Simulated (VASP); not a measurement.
# MnS (Fm-3m) in VASP: a series of runs, part 2 of 2

VASP 6.6.1.

## Step 3: Single point, PBEsol+U, collinear spin, twin_end start

File INCAR:

```
SYSTEM = MnS
ALGO     = Normal         ! electronic algorithm
EDIFF    = 1E-6           ! SCF threshold, eV
ENCUT    = 520            ! plane-wave cutoff, eV
GGA      = PS             ! functional
ISIF     = 2              ! what is computed and relaxed
ISMEAR   = 0              ! smearing method
ISPIN    = 2              ! spin polarisation
LASPH    = .True.         ! aspherical terms in the spheres
LCHARG   = .False.        ! write CHGCAR
LDAU     = .True.         ! DFT+U
LDAUJ    = 0 0          
LDAUL    = 2 -1           ! shell
LDAUPRINT= 1            
LDAUTYPE = 2            
LDAUU    = 7 0            ! U, eV
LMAXMIX  = 4              ! l up to which the mixer works
LORBIT   = 11             ! projections on sites
LREAL    = .False.        ! projectors in reciprocal space
LWAVE    = .False.        ! write WAVECAR
MAGMOM   = 4.57 4.57 0.05 0.05 ! initial moments
NBANDS   = 31             ! bands
NELM     = 150            ! most SCF steps
PREC     = Accurate       ! precision mode
SIGMA    = 0.05           ! smearing width, eV
```

File KPOINTS:

```
k-points
0
Gamma
  6 6 6
  0 0 0
```

File POSCAR:

```
MnS
1.0
    0.0000000000      2.6122498900      2.6122498900
    5.2244997800      2.6122498900      2.6122498900
    5.2244997800      5.2244997800      0.0000000000
Mn S
2 2
Direct
    0.0000000000      0.0000000000      0.0000000000
    0.0000000000      0.0000000000      0.5000000000
    0.5000000000      0.5000000000      0.0000000000
    0.5000000000      0.5000000000      0.5000000000
```

Potentials or basis: VASP PAW PBE potentials, release 64 (Mn_pv, S).

On the command line:

```sh
> cat potpaw_PBE.64/Mn_pv/POTCAR potpaw_PBE.64/S/POTCAR > POTCAR
> mpirun -np 1 vasp_std > vasp.out
```

OUTCAR:

```text
SYSTEM = MnS
   EDIFF = 1E-6
   ENCUT = 520
   GGA = PS
   ISIF = 2
   ISMEAR = 0
   ISPIN = 2
   LASPH = .True.
   LORBIT = 11
   LREAL = .False.
   NELM = 150
   PREC = Accurate

 ion  position               nearest neighbor table
   1  0.000  0.000  0.000-   4 2.61   3 2.61   4 2.61   3 2.61   4 2.61   4 2.61
   2  0.000  0.000  0.500-   3 2.61   3 2.61   4 2.61   4 2.61   3 2.61   3 2.61
   3  0.500  0.500  0.000-   2 2.61   1 2.61   2 2.61   1 2.61   2 2.61   2 2.61
   4  0.500  0.500  0.500-   1 2.61   1 2.61   2 2.61   2 2.61   1 2.61   1 2.61

  LATTYP: Found a simple tetragonal cell.
 ALAT       =     3.6942792227
 C/A-ratio  =     1.4142135624

  Lattice vectors:

 A1 = (   0.0000000000,  -2.6122498900,   2.6122498900)
 A2 = (   0.0000000000,  -2.6122498900,  -2.6122498900)
 A3 = (   5.2244997800,   0.0000000000,   0.0000000000)

Analysis of symmetry for initial positions (statically):
=====================================================================
 Subroutine PRICEL returns following result:

  LATTYP: Found a face centered cubic cell.
 ALAT       =     5.2244997800
[... 12 lines left out ...]
 Subroutine GETGRP returns: Found 16 space group operations
 (whereof 16 operations were pure point group operations)
 out of a pool of 16 trial point group operations.

The static configuration has the point symmetry D_4h.

Analysis of symmetry for dynamics (positions and initial velocities):
=====================================================================
 Subroutine PRICEL returns following result:

  LATTYP: Found a face centered cubic cell.
 ALAT       =     5.2244997800
[... 12 lines left out ...]
 Subroutine GETGRP returns: Found 16 space group operations
 (whereof 16 operations were pure point group operations)
 out of a pool of 16 trial point group operations.

The dynamic configuration has the point symmetry D_4h.

Analysis of structural, dynamic, and magnetic symmetry:
=====================================================================
 Subroutine PRICEL returns following result:

  LATTYP: Found a face centered cubic cell.
 ALAT       =     5.2244997800
[... 12 lines left out ...]
 Subroutine GETGRP returns: Found 16 space group operations
 (whereof 16 operations were pure point group operations)
 out of a pool of 16 trial point group operations.

The overall configuration has the point symmetry D_4h.

 Subroutine INISYM returns: Found 16 space group operations
 (whereof 16 operations are pure point group operations),
 and found     2 'primitive' translations

----------------------------------------------------------------------------------------

                                     Primitive cell

  volume of cell :      35.6512

  direct lattice vectors                    reciprocal lattice vectors
    -2.612249890  2.612249890 -0.000000000    -0.191405884  0.191405884 -0.191405884
    -2.612249890  0.000000000  2.612249890    -0.191405884 -0.191405884  0.191405884
[... 160 lines left out ...]
  o =  0.9650  v =  0.0000 -0.0000  0.8660 -0.0000  0.5000  0.0000  0.0000  0.0000  0.0000  0.0000      0.0000  0.0000  0.0000  0.0000  0.0000  0.0000  0.0000  0.0000  0.0000  0.0000

atom =   2  type =  1  l = 2

 onsite density matrix

spin component  1

  0.9427  0.0000  0.0000 -0.0000  0.0000
  0.0000  0.9427 -0.0000 -0.0000 -0.0000
  0.0000 -0.0000  0.9650 -0.0000  0.0001
 -0.0000 -0.0000 -0.0000  0.9427  0.0000
  0.0000 -0.0000  0.0001  0.0000  0.9649

spin component  2

  0.0110  0.0000  0.0000 -0.0000 -0.0000
  0.0000  0.0110  0.0000  0.0000  0.0000
  0.0000  0.0000  0.0563  0.0000  0.0000
 -0.0000  0.0000  0.0000  0.0110 -0.0000
 -0.0000  0.0000  0.0000 -0.0000  0.0563

 occupancies and eigenvectors

  o =  0.0110  v =  0.0000  0.0000  0.0000  0.0000  0.0000  0.0000 -1.0000  0.0000  0.0000  0.0000      0.0000  0.0000  0.0000  0.0000  0.0000  0.0000  0.0000  0.0000  0.0000  0.0000
  o =  0.0110  v =  0.0000  0.0000  0.0000  0.0000  0.0000  1.0000  0.0000 -0.0000  0.0029  0.0000      0.0000  0.0000  0.0000  0.0000  0.0000  0.0000  0.0000  0.0000  0.0000  0.0000
  o =  0.0110  v =  0.0000  0.0000  0.0000  0.0000  0.0000 -0.0029  0.0000 -0.0000  1.0000  0.0000      0.0000  0.0000  0.0000  0.0000  0.0000  0.0000  0.0000  0.0000  0.0000  0.0000
  o =  0.0562  v =  0.0000  0.0000  0.0000  0.0000  0.0000  0.0000 -0.0000  0.5000  0.0000 -0.8660      0.0000  0.0000  0.0000  0.0000  0.0000  0.0000  0.0000  0.0000  0.0000  0.0000
  o =  0.0563  v =  0.0000  0.0000  0.0000  0.0000  0.0000 -0.0000  0.0000 -0.8660 -0.0000 -0.5000      0.0000  0.0000  0.0000  0.0000  0.0000  0.0000  0.0000  0.0000  0.0000  0.0000
  o =  0.9427  v =  0.0000 -1.0000 -0.0000 -0.0000  0.0000  0.0000  0.0000  0.0000  0.0000  0.0000      0.0000  0.0000  0.0000  0.0000  0.0000  0.0000  0.0000  0.0000  0.0000  0.0000
  o =  0.9427  v =  1.0000  0.0000  0.0000  0.0000  0.0000  0.0000  0.0000  0.0000  0.0000  0.0000      0.0000  0.0000  0.0000  0.0000  0.0000  0.0000  0.0000  0.0000  0.0000  0.0000
  o =  0.9427  v =  0.0000 -0.0000 -0.0000  1.0000  0.0000  0.0000  0.0000  0.0000  0.0000  0.0000      0.0000  0.0000  0.0000  0.0000  0.0000  0.0000  0.0000  0.0000  0.0000  0.0000
  o =  0.9649  v =  0.0000  0.0000 -0.5000 -0.0000  0.8660  0.0000  0.0000  0.0000  0.0000  0.0000      0.0000  0.0000  0.0000  0.0000  0.0000  0.0000  0.0000  0.0000  0.0000  0.0000
  o =  0.9650  v =  0.0000  0.0000  0.8660 -0.0000  0.5000  0.0000  0.0000  0.0000  0.0000  0.0000      0.0000  0.0000  0.0000  0.0000  0.0000  0.0000  0.0000  0.0000  0.0000  0.0000

 number of electron      37.9999988 magnetization       9.9999981

 Free energy of the ion-electron system (eV)
  ---------------------------------------------------
  ext. energy  EPLUGINS =         0.00000000
  ---------------------------------------------------
  free energy    TOTEN  =       -26.17283322 eV

  energy without entropy =      -26.17283322  energy(sigma->0) =      -26.17283322

 E-fermi :   6.3092     XC(G=0): -10.7194

 val. band max:        5.9224473413   @ k =   0.5000   0.0000   0.0000
 cond. band min:       7.1711665289   @ k =   0.5000   0.5000   0.0000
 fundamental gap:      1.2487191876
 Fermi energy:         6.3091564769

 spin component 1

 k-point     1 :       0.0000    0.0000    0.0000
  band No.  band energies     occupation
      1     -44.3248      1.00000
      2     -44.3206      1.00000
      3     -44.3206      1.00000
      4     -44.3177      1.00000
      5     -44.3176      1.00000
      6     -44.3176      1.00000
[... 1625 lines left out ...]
     30      15.0204      0.00000
     31      15.8756      0.00000

 [... further k-points ...]
[... 5 lines left out ...]
  --------------------------------------------------------------------------------------
  -------------------------------------------------------------------------------------
  Total        0.7803393      0.8059034      0.8059034      0.0000000      0.0000000     -0.0000000
  in kB       17.5343592     18.1087906     18.1087906      0.0000000      0.0000000     -0.0000000
  external PRESSURE =      17.9173134 kB  Pullay stress =       0.0000000 kB

 VOLUME and BASIS-vectors are now :
 -----------------------------------------------------------------------------
  energy-cutoff  :      520.00
  volume of cell :       71.30
      direct lattice vectors                 reciprocal lattice vectors
     0.000000000  2.612249890  2.612249890    -0.191405884  0.191405884  0.191405884
     5.224499780  2.612249890  2.612249890     0.191405884 -0.191405884  0.191405884
     5.224499780  5.224499780  0.000000000     0.000000000  0.191405884 -0.191405884

 POSITION                                       TOTAL-FORCE (eV/Angst)
 -----------------------------------------------------------------------------------
      0.00000      0.00000      0.00000        -0.000000     -0.000000     -0.000000
      2.61225      2.61225      0.00000         0.000000     -0.000000      0.000000
      2.61225      2.61225      2.61225        -0.000000      0.000000     -0.000000
      5.22450      5.22450      2.61225         0.000000      0.000000      0.000000
 -----------------------------------------------------------------------------------
    total drift:                                0.000000      0.000000      0.000000

  FREE ENERGIE OF THE ION-ELECTRON SYSTEM (eV)
  ---------------------------------------------------
  free  energy   TOTEN  =       -26.1728332175 eV

  energy  without entropy=      -26.1728332175  energy(sigma->0) =      -26.17283322

 total charge

# of ion       s       p       d       tot
------------------------------------------
    1        0.222   6.175   4.886  11.283
    2        0.222   6.175   4.886  11.283
    3        1.314   2.451   0.000   3.765
    4        1.314   2.451   0.000   3.765
--------------------------------------------------
tot          3.072  17.252   9.772  30.096

 magnetization (x)

# of ion       s       p       d       tot
------------------------------------------
    1        0.045   0.037   4.601   4.683
    2        0.045   0.037   4.601   4.683
    3        0.015   0.024   0.000   0.039
    4        0.015   0.024   0.000   0.039
--------------------------------------------------
tot          0.119   0.121   9.203   9.443
```

It took 2.4 min on 1 thread of Intel Xeon 6975P-C (Granite Rapids), shared host; peak memory 0.38 GiB.

Results:

* Free energy: -26.1728 eV
* Pressure: 1.8 GPa
* Band gap on the k mesh: 1.25 eV
* Net moment: 10.00 μB per cell
* Site moments: Mn +4.68; S +0.04 μB
* Valence electrons inside the program's atomic spheres: Mn 11.28; S 3.77

Eigenvalues of the final occupation matrices:
```
    site  spin  trace               eigenvalues
site 1 d     1   4.76  0.94 0.94 0.94 0.96 0.97
site 1 d     2   0.15  0.01 0.01 0.01 0.06 0.06
site 2 d     1   4.76  0.94 0.94 0.94 0.96 0.97
site 2 d     2   0.15  0.01 0.01 0.01 0.06 0.06
```

Caveat: the PAW data sets were made with another functional, which shifts forces and pressure a little. A k mesh can miss the band edges.
